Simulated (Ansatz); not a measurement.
# Calculated field gradients at the nuclei for SiO₂ under strain

The cell is a COD entry, relaxed with PBE at fixed cell and then changed (x and y compressed by 2 %, ions relaxed).

```
Si O
1.0
     7.31472    0.00000    0.00000
     0.00000    7.31472    0.00000
     0.00000    0.00000    8.62000
Si O
12 24
Direct
  0.44718 0.44718 0.00000
  0.05282 0.94718 0.25000
  0.55282 0.55282 0.50000
  0.94718 0.05282 0.75000
  0.35016 0.12278 0.15027
  0.37722 0.85016 0.40027
  0.64984 0.87722 0.65027
  0.62278 0.14984 0.90027
  0.85016 0.37722 0.59973
  0.87722 0.64984 0.34973
  0.14984 0.62278 0.09973
  0.12278 0.35016 0.84973
  0.41658 0.33411 0.16792
  0.16589 0.91658 0.41792
  0.58342 0.66589 0.66792
  0.83411 0.08342 0.91792
  0.91658 0.16589 0.58208
  0.66589 0.58342 0.33208
  0.08342 0.83411 0.08208
  0.33411 0.41658 0.83208
  0.12911 0.14401 0.19041
  0.35599 0.62911 0.44041
  0.87089 0.85599 0.69041
  0.64401 0.37089 0.94041
  0.62911 0.35599 0.55959
  0.85599 0.87089 0.30959
  0.37089 0.64401 0.05959
  0.14401 0.12911 0.80959
  0.42776 0.94149 0.23427
  0.55851 0.92776 0.48427
  0.57224 0.05851 0.73427
  0.44149 0.07224 0.98427
  0.92776 0.55851 0.51573
  0.05851 0.57224 0.26573
  0.07224 0.44149 0.01573
  0.94149 0.42776 0.76573
```

Atom numbers follow the list; atoms alike are taken as one site, whose name carries the number of the first.

The numbers come from a DFT calculation in Ansatz (PBE, plane waves and PAW, scalar-relativistic, 420 eV cutoff, Γ-centred 3×3×3 k-points, Fermi–Dirac smearing 0.02 eV).

C_Q = eQV_zz/h, which is 24.18 MHz for Q = 1 b and V_zz = 10²¹ V/m²; η = (V_xx − V_yy)/V_zz. Directions are in the Cartesian axes of the cell vectors above, for the atom listed; none is given where the gradient is under 0.02 or η is above 0.95.

Problem. What field gradients does the calculation give at each kind of site?

Solution. 

| site | first atom | first shell | V_zz (10²¹ V/m²) | η | direction of V_zz (x, y, z) |
| --- | --- | --- | --- | --- | --- |
| Si1 | 1 | 4 O at 1.63–1.68 Å | 6.30 | 0.86 | 0.71 0.71 0.00 |
| Si5 | 5 | 4 O at 1.61–1.66 Å | 5.57 | 0.22 | 0.61 0.18 0.78 |
| O13 | 13 | 2 Si at 1.63–1.68 Å, angle 115° | 8.01 | 0.93 | 0.10 0.74 -0.66 |
| O21 | 21 | 2 Si at 1.63–1.66 Å, angle 108° | 8.55 | 0.64 | 0.89 0.28 -0.37 |
| O29 | 29 | 2 Si at 1.61–1.62 Å, angle 131° | 8.69 | 0.14 | -0.06 0.87 -0.49 |

At this changed cell the PBE pressure is 10 GPa. Where η is near 1 the sign of V_zz means little.

The relaxation (21 steps) took 98 s of wall time (6.1 min of CPU time) and 1.7 GiB at its peak, on 4 threads of Intel Xeon 6975P-C (Granite Rapids) (x86_64; 40 cores open to the job, memory cap 8.0 GiB, no GPU), a shared host with a load of 0.5 a core.
